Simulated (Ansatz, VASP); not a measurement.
## Zr in VASP and in Ansatz

The input INCAR:

```
SYSTEM = Zr
PREC = Accurate ; ENCUT = 520
EDIFF = 1E-6 ; ISMEAR = 0
SIGMA = 0.1 ; LREAL = .False.
LASPH = .True. ; NELM = 60
ALGO = Normal ; ISIF = 2
LWAVE = .False. ; LCHARG = .True.
GGA = PS ; LELF = .True.
LVHAR = .True. ; NBANDS = 12
```

File KPOINTS:

```
regular mesh
0
Gamma
  8 8 8
  0 0 0
```

POSCAR

```
Zr
1.0
    0.0000000000      2.0985983200      2.0985983200
    2.0985983200      0.0000000000      2.0985983200
    2.0985983200      2.0985983200      0.0000000000
Zr
1
Direct
    0.0000000000      0.0000000000      0.0000000000
```

Input for Ansatz:

```yaml
crystal:
  lattice:
    - [0.0, 2.09859832, 2.09859832]
    - [2.09859832, 0.0, 2.09859832]
    - [2.09859832, 2.09859832, 0.0]
  atoms:
    - { symbol: Zr, position: [0.0, 0.0, 0.0] }
basis:
  ecutwfc: 420
kpoints:
  mp_grid: { grid: [8, 8, 8] }
hamiltonian:
  xc: pbesol
scf:
  occupations: { method: gaussian, width: 0.1 }
output:
  forces: true
  stress: true
  eigenvalues: true
```

Alike in both runs: task single point; functional PBEsol; k mesh 8 × 8 × 8; occupations gaussian, width 0.1 eV; no spin polarisation.

```csv
,VASP,Ansatz
version,VASP 6.6.1,Ansatz 0.2.0
potentials or method,"VASP PAW PBE potentials, release 64 (Zr_sv)","scalar-relativistic, plane waves, PAW"
plane-wave cutoff (eV),520,420
valence electrons in the cell,12,12
```

VASP gave:

* gap on the k mesh at the Fermi level (eV): none
* pressure (GPa): 25.2

Problem. Estimate Ansatz's values.

Solution. gap on the k mesh at the Fermi level (eV): none; pressure (GPa): 25.1.

A gap of «none» marks a metal or a gap that the smearing closes.

Caveats: so large a pressure means that the cell lies far from this level's equilibrium, or that cutoff or potentials fall short (VASP); the potentials were made for another functional, which shifts forces and pressure (VASP).
